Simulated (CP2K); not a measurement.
The system is WS2 (Tungstenite).

```
CELL_PARAMETERS angstrom
3.18000 0.00000 0.00000
-1.59000 2.75396 0.00000
0.00000 0.00000 12.50000
ATOMIC_POSITIONS crystal
W 0.66667 0.33333 0.75000
W 0.33333 0.66667 0.25000
S 0.66667 0.33333 0.37500
S 0.33333 0.66667 0.87500
S 0.66667 0.33333 0.12500
S 0.33333 0.66667 0.62500
```

Base run:

- Program: CP2K 2026.2
- Functional: PBEsol
- Potentials or basis: POTENTIAL_UZH W GTH-PBE-q14, S GTH-PBE-q6; TZVP-MOLOPT-PBE-GTH basis
- Density cutoff: 6123 eV
- k mesh: 10 × 10 × 3
- Occupations: fermi-dirac, width 0.1 eV
- Spin: no spin polarisation

Its results: band gap on the k mesh 1.07 eV, indirect (least direct gap 2.10 eV); pressure -2.2 GPa; largest force 0.066 eV/Å.

Problem. The run is repeated on the same cell with these changes: functional from PBEsol to PBE; ngrids from 5 to 4. What comes out?

Solution. Band gap on the k mesh 1.12 eV, indirect (least direct gap 2.10 eV); pressure 1.7 GPa; largest force 0.085 eV/Å.

Caveats: spin-orbit coupling is left out, which moves the levels of the heavy elements; this functional lacks dispersion, which binds the layers, so the pressure and a relaxed spacing across them are unreliable; the basis of atomic orbitals isn't converged, which shifts pressures, moduli and gaps; the potentials were made for another functional, which shifts forces and pressure (some runs).

A k mesh can miss the band edges.
